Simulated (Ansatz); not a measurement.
Input of an Ansatz 0.2.0 run:

File input.yaml:

```yaml
crystal:
  lattice:
    - [1.58149989, 0.91307939, 6.12332821]
    - [-1.58149989, 0.91307939, 6.12332821]
    - [0.0, -1.82615878, 6.12332821]
  atoms:
    - { symbol: Mo, position: [0.0, 0.0, 0.0] }
    - { symbol: S, position: [0.7484, 0.7484, 0.7484] }
    - { symbol: S, position: [0.5849, 0.5849, 0.5849] }
kpoints:
  mp_grid: { grid: [6, 6, 6] }
scf:
  occupations: { method: fermi_dirac, width: 0.04 }
hamiltonian:
  xc: pbe
  pseudopotentials: { kind: all_electron, lapw: { basis_error: 0.002 } }
output:
  forces: true
  stress: true
  eigenvalues: true
```

Potentials or basis: all-electron LAPW, scalar-relativistic.

Launch:

```sh
$ ansatz run input.yaml --threads 2 --pin off --max-ram 6144MiB --backend cpu --events-out ev --progress --plain --runs-dir out
```

Estimate the band gap on the k mesh.

0.65 eV, indirect (least direct gap 1.63 eV).

Estimate the pressure.

9.3 GPa.

What does it give for the largest force?

1.301 eV/Å.

Forces on the atoms (eV/Å):
```
Mo   0.000  0.000 -0.003
S    0.000  0.000  1.301
S    0.000  0.000 -1.298
```

Caveat: forces of over 1 eV/Å show positions far from the minimum, so gaps and moduli don't describe the material at rest. A k mesh can miss the band edges.
